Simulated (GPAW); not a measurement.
Runs of GPAW 26.7.0 on Au. Symmetry: Fm-3m, No. 225, cubic system. The conventional cell has a = 4.070 Å, b = 4.070 Å, c = 4.070 Å, α = 90.00°, β = 90.00°, γ = 90.00°. Around Au (site symmetry m-3m) lie 12 Au at 2.88 Å. 

```tsv
task	level	potentials or basis	spin	cell	k mesh	optimizer	fmax	max steps	convergence	eigensolver	gap on the mesh (eV)	pressure (GPa)	V0 of scaled cells (Å³/atom)	relaxed volume (Å³/atom)	B0 (GPa)
relaxation of cell and atoms	revPBE	the program's PAW data sets (release 1.2.1) made for this functional, pw	off	relaxed	11 × 11 × 11	FIRE	0.02 eV/Å	100	density=1e-05 forces=0.0001	-	none	0.1	-	18.53	-
relaxation of cell and atoms	PBEsol	PAW data sets generated in the run's folder for this functional, pw	off	relaxed	11 × 11 × 11	LBFGS	0.05 eV/Å	100	density=1e-05 forces=0.0001	-	none	0.0	-	17.28	-
equation of state	SOGGA	PAW data sets generated in the run's folder for this functional, pw	off	as given	11 × 11 × 11	-	-	-	-	-	-	-	17.26	-	175
relaxation of cell and atoms	BLYP	PAW data sets generated in the run's folder for this functional, pw	off	relaxed	11 × 11 × 11	FIRE	0.01 eV/Å	100	density=1e-05 forces=0.0001	davidson	none	0.1	-	19.64	-
band structure	PBEsol	PAW data sets generated in the run's folder for this functional, pw	off	as given	11 × 11 × 11	-	-	-	-	-	-	4.7	-	-	-
relaxation of cell and atoms	LDA	the program's PAW data sets (release 1.2.1) made for this functional, pw	off	relaxed	11 × 11 × 11	FIRE	0.05 eV/Å	100	density=1e-05 forces=0.0001	-	none	0.3	-	-	-
band structure	r2SCAN	GPAW PAW data sets (gpaw-data 1.2.1), pw	SOC, no magnetisation	as given	8 × 8 × 8	-	-	-	-	-	-	11.1	-	-	-
band structure	revPBE	the program's PAW data sets (release 1.2.1) made for this functional, pw	off	as given	11 × 11 × 11	-	-	-	-	-	-	(b)	-	-	-
relaxation of cell and atoms	RPBE	the program's PAW data sets (release 1.2.1) made for this functional, pw	off	relaxed	11 × 11 × 11	FIRE	0.01 eV/Å	100	density=1e-05 forces=0.0001	-	none	0.0	-	18.70	-
band structure	BLYP	PAW data sets generated in the run's folder for this functional, pw	off	as given	11 × 11 × 11	-	-	-	-	davidson	-	25.4	-	-	-
equation of state	AM05	PAW data sets generated in the run's folder for this functional, pw	off	as given	11 × 11 × 11	-	-	-	-	-	-	-	(a)	-	171
band structure	LDA	the program's PAW data sets (release 1.2.1) made for this functional, pw	off	as given	11 × 11 × 11	-	-	-	-	-	-	0.3	-	-	-
```

Alike in all rows: cutoff (eV) 600; smearing fermi-dirac 0.05 eV.

**Question.** Estimate the missing entries.

**Answer.** (a) 17.21; (b) 16.1.

Caveats: with this Au data set, volumes or pressures lay over 1.5 % or 2 GPa off other programs in two to four cells of ten; later steps reuse the first step's grids (some runs); spin-orbit coupling is left out, which moves the levels of the heavy elements (some runs); so large a pressure means that the cell lies far from this level's equilibrium, or that cutoff or potentials fall short (some runs); the volume moved by over 15 % at a fixed basis, so the end points are rough (some runs); the volume moved by +17 % from the deposited cell, more than functionals usually miss (some runs); the relaxation stopped at its first step, so nothing moved (some runs).

A k mesh can miss the band edges, and rows without SOC leave out spin-orbit coupling on Au.

A gap of «none» marks a metal or a gap under the smearing width.

Runs at the PBE level aren't shown here.
